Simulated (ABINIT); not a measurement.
Sn:

```
CELL_PARAMETERS angstrom
-1.89465 1.89465 1.89465
1.89465 -1.89465 1.89465
1.89465 1.89465 -1.89465
ATOMIC_POSITIONS crystal
Sn 0.00000 0.00000 0.00000
```

This isn't the form of Sn at room conditions, which is tetragonal (white tin).

* Program: ABINIT 10.8.3 (patched build)
* Task: relaxation of cell and atoms
* Functional: LDA
* Potentials or basis: PseudoDojo NC SR LDA v0.4.1 standard
* Cutoff: 980 eV
* k mesh: 8 × 8 × 8
* Occupations: fermi-dirac, width 0.05 eV
* Spin: no spin polarisation

At the start: pressure -2.8 GPa; volume 27.20 Å³/atom.

Question: Where does the relaxation end?

Answer: Over 5 steps the energy falls by 15.3 meV/atom and the volume is 25.56 Å³/atom (-6.0 %); space group Im-3m (No. 229, to 0.05 Å).

Step by step:
| step | energy change (eV) | largest force (eV/Å) | pressure (GPa) | volume (Å³) |
| --- | --- | --- | --- | --- |
| 1 | 0.0000 | 0.0000 | -2.79 | 27.20 |
| 2 | -0.0038 | 0.0000 | -2.46 | 26.97 |
| 3 | -0.0152 | 0.0000 | 0.32 | 25.41 |
| 4 | -0.0153 | 0.0000 | -0.04 | 25.58 |
| 5 | -0.0153 | 0.0000 | 0.00 | 25.56 |

Final structure:
```yaml
crystal:
  lattice:
    - [-1.85567, 1.85567, 1.85567]
    - [1.85567, -1.85567, 1.85567]
    - [1.85567, 1.85567, -1.85567]
  atoms:
    - { symbol: Sn, position: [0.00000, 0.00000, 0.00000] }
```
